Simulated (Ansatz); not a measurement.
With r²SCAN in the plane-wave PAW code Ansatz, ZrO$_{2}$ in the monoclinic phase (P2_1/c; Zr on 4e, O on 4e, O on 4e) relaxes to a = 5.153 Å, b = 5.227 Å, c = 5.329 Å, β = 99.4°. Its formation energy from the elements is -3.72 eV/atom, with no fitted shifts.

It is gapped at this level: 4.15 eV (indirect).

Symmetry was held in the r²SCAN relaxation. The run is not spin-polarised. The references are the lowest solids computed at this level, not always the standard phases (solids in place of the gases). Scalar-relativistic: spin–orbit coupling is off unless named, which matters more the heavier the elements.

Potentials: the later of the program's two PAW sets.
